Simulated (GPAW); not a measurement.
Input of a GPAW 26.7.0 run:

The input run.py:

```python
from ase.dft.bandgap import bandgap
from ase.io import read, write
from ase.units import GPa
from gpaw import GPAW, PW, setup_paths

setup_paths.insert(0, '.')

atoms = read('ZnSe.xyz')

calc = GPAW(mode=PW(600),
            xc='PBEsol',
            kpts={'size': (8, 8, 8), 'gamma': True},
            occupations={'name': 'fermi-dirac', 'width': 0.05},
            nbands=18,
            convergence={'density': 1e-05, 'energy': 1e-05},
            maxiter=150,
            txt='gpaw.txt')
atoms.calc = calc
energy = atoms.get_potential_energy()
forces = atoms.get_forces()
stress = atoms.get_stress()
calc.write('gs.gpw')
write('result.traj', atoms)
print(f'Energy: {energy:.6f} eV')
print('Forces (eV/A):')
print(forces.round(4))
print('Stress (GPa):', (stress / GPa).round(3))
print('Fermi level:', round(calc.get_fermi_level(), 4), 'eV')
print(f'Gap: {bandgap(calc)[0]:.4f} eV, direct: {bandgap(calc, direct=True)[0]:.4f} eV')

path = atoms.cell.bandpath('GXWKGLUWLK,UX', npoints=100, eps=1e-4)
bs_calc = calc.fixed_density(kpts=path, symmetry='off', nbands=29,
                             convergence={'bands': 'CBM+6.0', 'eigenstates': 1e-6}, txt='bands.txt')
bs = bs_calc.band_structure()
bs.write('bs.json')
print(f'Gap on the path: {bandgap(bs_calc)[0]:.4f} eV')
```

Contents of ZnSe.xyz:

```xyz
2
Lattice="0.0000000000 2.8338000000 2.8338000000 2.8338000000 0.0000000000 2.8338000000 2.8338000000 2.8338000000 0.0000000000" Properties=species:S:1:pos:R:3 pbc="T T T"
Se     4.2507000000      4.2507000000      4.2507000000
Zn     0.0000000000      0.0000000000      0.0000000000
```

Potentials or basis: PAW data sets generated in the run's folder for this functional, pw.

Run with:

```bash
$ gpaw-setup -f PBEsol Se Zn
$ OMP_NUM_THREADS=1 python run.py
```

(1) Estimate the pressure.

(2) Estimate the band gap along the path.

(3) What does it give for the band gap on the k mesh?

## Answers

(1) -1.2 GPa.

(2) 1.18 eV, direct.

(3) 1.18 eV, direct.

**What was measured.**

From “Alloy Disordering Effects on the Thermal Conductivity and Energy Gap Temperature Dependence of Cd1−xZnxSe Ternary Crystals Grown by the Bridgman Method”, 2023, pmc:10253836, for a bulk crystal of ZnSe at 300 K: band gap 2.695 ± 0.003 eV (an exciton energy, a little under the gap).

Against the measured gap of ZnSe, 2.695 eV (an exciton energy, a little under the gap; 300 K; “Alloy Disordering Effects on the Thermal Conductivity and Energy Gap Temperature Dependence of Cd1−xZnxSe Ternary Crystals Grown by the Bridgman Method”, 2023, pmc:10253836), the calculated 1.18 eV is off by -1.52 eV. So large a miss can be the level of theory's own, or it may mean another phase, state or a wrong row. Spin-orbit coupling on Se is left out. The value is that of PBEsol, without temperature or zero-point motion. Semilocal functionals fall short of measured gaps as a rule.
